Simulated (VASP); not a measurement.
# Ag in VASP: single point with PBE+D3(BJ)

Aim: the single point of Ag with PBE+D3(BJ).

Program: VASP 6.6.1. These are calculated values, not measurements. Logs are shortened: lines on timing, memory, paths and dates and some standing lists are left out, and cuts for length are marked.

## 1. The cell of the first run

The cell holds a slab with vacuum, 12 atoms: a = 5.761 Å, b = 5.761 Å, c = 21.704 Å, α = 90.00°, β = 90.00°, γ = 120.00°.

The slab is cut from a database's or a generator's crystal, which needn't be the stable form of the element.

## 2. Single point, PBE+D3(BJ) (clean slab, lower half held)

The input, INCAR:

```
ALGO     = Fast           # electronic algorithm
DIPOL    = 0.5 0.5 0.501
EDIFF    = 1E-6           # SCF threshold, eV
ENCUT    = 520            # plane-wave cutoff, eV
GGA      = PE             # functional
IDIPOL   = 3            
ISIF     = 2              # what is computed and relaxed
ISMEAR   = 0              # smearing method
IVDW     = 12             # dispersion correction
LASPH    = True           # aspherical terms in the spheres
LCHARG   = True           # write CHGCAR
LDIPOL   = True         
LELF     = True           # ELF
LREAL    = False          # projectors in reciprocal space
LVACPOTAV= True         
LVHAR    = True         
LWAVE    = False          # write WAVECAR
NBANDS   = 78             # bands
NELM     = 100            # most SCF steps
PREC     = Accurate       # precision mode
SIGMA    = 0.1            # smearing width, eV
```

The input, KPOINTS:

```
k-points
0
Gamma
  6 6 1
```

The input, POSCAR:

```
Ag
1.0
    5.7606628207      0.0000000000      0.0000000000
   -2.8803314104      4.9888803454      0.0000000000
    0.0000000000      0.0000000000     21.7035614970
Ag
12
Direct
    0.3333333333      0.1666666667      0.3916407914
    0.3333333333      0.6666666667      0.3916407914
    0.8333333333      0.1666666667      0.3916407914
    0.8333333333      0.6666666667      0.3916407914
    0.6666666667      0.3333333333      0.5009105338
    0.6666666667      0.8333333333      0.5009105338
    0.1666666667      0.3333333333      0.5009105338
    0.1666666667      0.8333333333      0.5009105338
    0.0000000000      0.5000000000      0.6102329800
    0.0000000000      0.0000000000      0.6102329800
    0.5000000000      0.5000000000      0.6102329800
    0.5000000000      0.0000000000      0.6102329800
```

Potentials or basis: VASP PAW PBE potentials, release 64 (Ag).

Started as:

```console
> cat potpaw_PBE.64/Ag/POTCAR > POTCAR
> mpirun -np 1 vasp_std > vasp.out
```

OUTCAR:

```text
EDIFF = 1E-6
   ENCUT = 520
   GGA = PE
   ISIF = 2
   ISMEAR = 0
   IVDW = 12
   LASPH = True
   LREAL = False
   NELM = 100
   PREC = Accurate
 IVDW          = 12

 ion  position               nearest neighbor table
   1  0.333  0.167  0.392-   3 2.88   3 2.88   4 2.88   4 2.88   2 2.88   2 2.88   7 2.90   5 2.90
                             8 2.90
   2  0.333  0.667  0.392-   4 2.88   4 2.88   3 2.88   3 2.88   1 2.88   1 2.88   8 2.90   6 2.90
                             7 2.90
   3  0.833  0.167  0.392-   1 2.88   1 2.88   2 2.88   2 2.88   4 2.88   4 2.88   5 2.90   7 2.90
                             6 2.90
   4  0.833  0.667  0.392-   2 2.88   2 2.88   1 2.88   1 2.88   3 2.88   3 2.88   6 2.90   8 2.90
                             5 2.90
   5  0.667  0.333  0.501-   7 2.88   7 2.88   8 2.88   8 2.88   6 2.88   6 2.88   3 2.90   1 2.90
                             4 2.90   9 2.90  12 2.90  11 2.90
   6  0.667  0.833  0.501-   8 2.88   8 2.88   7 2.88   7 2.88   5 2.88   5 2.88   4 2.90   2 2.90
                             3 2.90  10 2.90  11 2.90  12 2.90
   7  0.167  0.333  0.501-   5 2.88   5 2.88   6 2.88   6 2.88   8 2.88   8 2.88   1 2.90   3 2.90
                             2 2.90  11 2.90  10 2.90   9 2.90
   8  0.167  0.833  0.501-   6 2.88   6 2.88   5 2.88   5 2.88   7 2.88   7 2.88   2 2.90   4 2.90
                             1 2.90  12 2.90   9 2.90  10 2.90
   9  0.000  0.500  0.610-  11 2.88  11 2.88  12 2.88  12 2.88  10 2.88  10 2.88   5 2.90   8 2.90
[... 14 lines left out ...]
 A1 = (   5.7606628207,   0.0000000000,   0.0000000000)
 A2 = (  -2.8803314104,   4.9888803454,   0.0000000000)
 A3 = (   0.0000000000,   0.0000000000,  21.7035614970)

Analysis of symmetry for initial positions (statically):
=====================================================================
 Subroutine PRICEL returns following result:

  LATTYP: Found a hexagonal cell.
 ALAT       =     2.8803314104
 C/A-ratio  =     7.5350917672

  Lattice vectors:

 A1 = (   2.8803314104,   0.0000000000,   0.0000000000)
 A2 = (  -1.4401657052,   2.4944401727,   0.0000000000)
 A3 = (   0.0000000000,   0.0000000000,  21.7035614970)

   4 primitive cells build up your supercell.

 Routine SETGRP: Setting up the symmetry group for a
 hexagonal supercell.

 Subroutine GETGRP returns: Found  6 space group operations
 (whereof  6 operations were pure point group operations)
 out of a pool of 24 trial point group operations.

The static configuration has the point symmetry C_3v.

Analysis of symmetry for dynamics (positions and initial velocities):
[... 127 lines left out ...]
  volume/ion in A,a.u.               =      51.98       350.77
  Fermi-wavevector in a.u.,A,eV,Ry     =   0.975582  1.843583 12.949495  0.951761
  Thomas-Fermi vector in A             =   2.106133
   LORBIT       =      0    0 simple, 1 ext, 2 COOP (PROOUT), +10 PAW based schemes
   GGA     = PE    functional components
   LHFCALC =     F    Hartree Fock is set to
   AEXX    =    0.0000 exact exchange contribution
   IVDW    =    12    specifies the selected vdW correction
   LEPSILON=     F    determine dielectric tensor
   LRPA    =     F    only Hartree local field effects (RPA)
 non-spin polarized calculation
 RMM-DIIS sequential band-by-band and
 Gauss-broadening in eV      SIGMA  =   0.10
  energy-cutoff  :      520.00
  volume of cell :      623.74
 maximum number of plane-waves:     16833
 NGX is ok and might be reduce to    48
   NGX = 21   NGY = 21   NGZ = 81

 dipolmoment           0.000000      0.000000     -0.001591 electrons x Angstroem

 number of electron     131.9999978 magnetization

 dipolmoment           0.000000      0.000000      0.000077 electrons x Angstroem

 Free energy of the ion-electron system (eV)
  ---------------------------------------------------
  ext. energy  EPLUGINS =         0.00000000
  ---------------------------------------------------
  free energy    TOTEN  =       -29.76222743 eV

  energy without entropy =      -29.72092427  energy(sigma->0) =      -29.74157585

 E-fermi :  -0.2853     XC(G=0):  -4.7749

 val. band max:       -0.2930637925   @ k =   0.3333   0.1667   0.0000
 cond. band min:      -0.1444860870   @ k =   0.1667   0.0000   0.0000
 fundamental gap:      0.1485777055
 Fermi energy:        -0.2853038373

 k-point     1 :       0.0000    0.0000    0.0000
  band No.  band energies     occupation
      1      -7.4257      2.00000
      2      -6.4697      2.00000
      3      -6.4697      2.00000
      4      -6.4697      2.00000
      5      -6.4542      2.00000
      6      -6.3080      2.00000
[... 556 lines left out ...]
     77       5.3933      0.00000
     78       5.4119      0.00000

------------------------ aborting loop because EDIFF is reached ----------------------------------------

 Edisp (eV)   -4.86812

 E8    (eV) :    -2.2235

  FORCE on cell =-STRESS in cart. coord.  units (eV):
  Direction    XX          YY          ZZ          XY          YZ          ZX
  --------------------------------------------------------------------------------------
  -------------------------------------------------------------------------------------
  Total      -2.93758    -2.93758    -0.40793     0.00000     0.00000    -0.00000
  in kB      -7.54559    -7.54559    -1.04782     0.00000     0.00000    -0.00000
  external pressure =       -5.38 kB  Pullay stress =        0.00 kB

 VOLUME and BASIS-vectors are now :
 -----------------------------------------------------------------------------
  energy-cutoff  :      520.00
  volume of cell :      623.74
      direct lattice vectors                 reciprocal lattice vectors
     5.760662821  0.000000000  0.000000000     0.173591135  0.100222889  0.000000000
    -2.880331410  4.988880345  0.000000000     0.000000000  0.200445778  0.000000000
     0.000000000  0.000000000 21.703561497     0.000000000  0.000000000  0.046075387

 POSITION                                       TOTAL-FORCE (eV/Angst)
 -----------------------------------------------------------------------------------
      1.44017      0.83148      8.50000         0.000000      0.000000      0.012145
     -0.00000      3.32592      8.50000         0.000000     -0.000000      0.012145
      4.32050      0.83148      8.50000         0.000000      0.000000      0.012145
      2.88033      3.32592      8.50000        -0.000000     -0.000000      0.012145
      2.88033      1.66296     10.87154        -0.000000     -0.000000      0.003795
      1.44017      4.15740     10.87154         0.000000      0.000000      0.003795
      0.00000      1.66296     10.87154         0.000000      0.000000      0.003795
     -1.44017      4.15740     10.87154         0.000000      0.000000      0.003795
     -1.44017      2.49444     13.24423        -0.000000      0.000000     -0.015940
      0.00000      0.00000     13.24423        -0.000000      0.000000     -0.015940
      1.44017      2.49444     13.24423        -0.000000      0.000000     -0.015940
      2.88033      0.00000     13.24423        -0.000000      0.000000     -0.015940
 -----------------------------------------------------------------------------------
    total drift:                                0.000000      0.000000     -0.001420

  FREE ENERGIE OF THE ION-ELECTRON SYSTEM (eV)
  ---------------------------------------------------
  free  energy   TOTEN  =       -34.6303427512 eV

  energy  without entropy=      -34.5890395962  energy(sigma->0) =      -34.60969117

 vacuum level on the upper side and lower side of the slab         4.277         4.277
```

stdout:

```text
POSCAR found type information on POSCAR Ag
 POSCAR found :  1 types and      12 ions
 scaLAPACK will be used
 LDA part: xc-table for (Slater+PW92), standard interpolation
 POSCAR, INCAR and KPOINTS ok, starting setup
 FFT: planning ... GRIDC
 FFT: planning ... GRID_SOFT
 FFT: planning ... GRID
 WAVECAR not read
 entering main loop
 -----------------------------------------------------------------------------
|                                                                             |
|           W    W    AA    RRRRR   N    N  II  N    N   GGGG   !!!           |
|           W    W   A  A   R    R  NN   N  II  NN   N  G    G  !!!           |
|           W    W  A    A  R    R  N N  N  II  N N  N  G       !!!           |
|           W WW W  AAAAAA  RRRRR   N  N N  II  N  N N  G  GGG   !            |
|           WW  WW  A    A  R   R   N   NN  II  N   NN  G    G                |
|           W    W  A    A  R    R  N    N  II  N    N   GGGG   !!!           |
|                                                                             |
|     Did not find any points to average over, which means that no vacuum     |
|     field-free region was found. Please increase the size of  your cell     |
|     in the dimension of the dipole correction to obtain accurate            |
|     workfunction values.                                                    |
|                                                                             |
 -----------------------------------------------------------------------------
```

Run time: 14 min. Hardware: 1 thread of Intel Xeon Platinum 8488C (Sapphire Rapids), shared host; peak memory 0.82 GiB.

What came out:

```
Free energy                     : -34.6303 eV
Largest force                   : 0.016 eV/Å
Band gap on the k mesh          : none (metal or under the smearing width)
Dispersion energy per atom      : -0.406 eV
Work function of the upper face : 4.56 eV
Work function of the lower face : 4.56 eV
```

Forces in eV/Å, atoms in the order of the input:
```
Ag   0.000  0.000  0.012
Ag   0.000  0.000  0.012
Ag   0.000  0.000  0.012
Ag   0.000  0.000  0.012
Ag   0.000  0.000  0.004
Ag   0.000  0.000  0.004
Ag   0.000  0.000  0.004
Ag   0.000  0.000  0.004
Ag   0.000  0.000 -0.016
Ag   0.000  0.000 -0.016
Ag   0.000  0.000 -0.016
Ag   0.000  0.000 -0.016
```

Levels at points of the mesh, in eV from the Fermi level:
```csv
k point,band 64,band 65,band 66,band 67,band 68,band 69
"(0.00, 0.00, 0.00)",0.39,0.39,0.39,0.39,1.35,1.35
"(0.50, 0.00, 0.00)",-2.30,-0.08,-0.08,0.30,0.30,1.24
```
